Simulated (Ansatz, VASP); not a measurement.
**Fe: VASP beside Ansatz**

File INCAR:

```
SYSTEM = Fe
PREC     = Accurate       ! precision mode
ENCUT    = 600            ! plane-wave cutoff, eV
EDIFF    = 1E-7           ! SCF threshold, eV
ISMEAR   = 0              ! smearing method
SIGMA    = 0.1            ! smearing width, eV
LREAL    = .False.        ! projectors in reciprocal space
LASPH    = .True.         ! aspherical terms in the spheres
NELM     = 150            ! most SCF steps
ALGO     = Fast           ! electronic algorithm
ISIF     = 3              ! what is computed and relaxed
LWAVE    = .False.        ! write WAVECAR
LCHARG   = .False.        ! write CHGCAR
ISPIN    = 2              ! spin polarisation
MAGMOM   = 2.66           ! initial moments
LORBIT   = 11             ! projections on sites
LMAXMIX  = 4              ! l up to which the mixer works
GGA      = PE             ! functional
IBRION   = 2              ! ionic algorithm
NSW      = 100            ! ionic steps
EDIFFG   = -0.005         ! ionic threshold
```

KPOINTS

```
regular mesh
0
Gamma
  20 20 20
  0 0 0
```

The input POSCAR:

```
Fe
1.0
   -1.4430000000      1.4430000000      1.4430000000
    1.4430000000     -1.4430000000      1.4430000000
    1.4430000000      1.4430000000     -1.4430000000
Fe
1
Direct
    0.0000000000      0.0000000000      0.0000000000
```

Input for Ansatz:

```yaml
crystal:
  lattice:
    - [-1.443, 1.443, 1.443]
    - [1.443, -1.443, 1.443]
    - [1.443, 1.443, -1.443]
  atoms:
    - { symbol: Fe, position: [0.0, 0.0, 0.0], spin: 2.66 }
basis:
  ecutwfc: 420
kpoints:
  mp_grid: { grid: [20, 20, 20] }
hamiltonian:
  xc: pbe
scf:
  occupations: { method: gaussian, width: 0.1 }
output:
  forces: true
  stress: true
  eigenvalues: true
  populations: true
  write_density: true
  write_potential: true
  elf: true
  volumetric_format: npy
magnetization:
  spin_polarized: true
relax:
  adjacent_minimum: "off"
  f_tol: 0.005
  max_steps: 80
  cell: { stress_tol: 0.05 }
```

Alike in both runs: task relaxation of cell and atoms; functional PBE; k mesh 20 × 20 × 20; occupations gaussian, width 0.1 eV; collinear spin.

|  | VASP | Ansatz |
| --- | --- | --- |
| version | VASP 6.6.1 | Ansatz 0.2.0 |
| potentials or method | VASP PAW PBE potentials, release 64 (Fe) | scalar-relativistic, plane waves, PAW |
| plane-wave cutoff (eV) | 600 | 420 |
| valence electrons in the cell | 8 | 16 |

VASP gave:

- gap on the k mesh at the Fermi level, each at its own relaxed structure (eV): none
- net moment per atom (μB): 2.19
- size of the moment on the site where the two differ most (μB): 2.19
- relaxed volume (Å³/atom): 11.35
- relaxed cell length with the largest relative difference (Å): 2.452
- energy change over the relaxation (meV/atom): -21

Question: Estimate Ansatz's values.

Answer: gap on the k mesh at the Fermi level, each at its own relaxed structure (eV): none; net moment per atom (μB): 2.17; size of the moment on the site where the two differ most (μB): 2.22; relaxed volume (Å³/atom): 11.35; relaxed cell length with the largest relative difference (Å): 2.452; energy change over the relaxation (meV/atom): -21.

Site moments also hang on the region over which each program counts them. A gap of «none» marks a metal or a gap that the smearing closes. The two sets of potentials don't hold the same shells in valence.
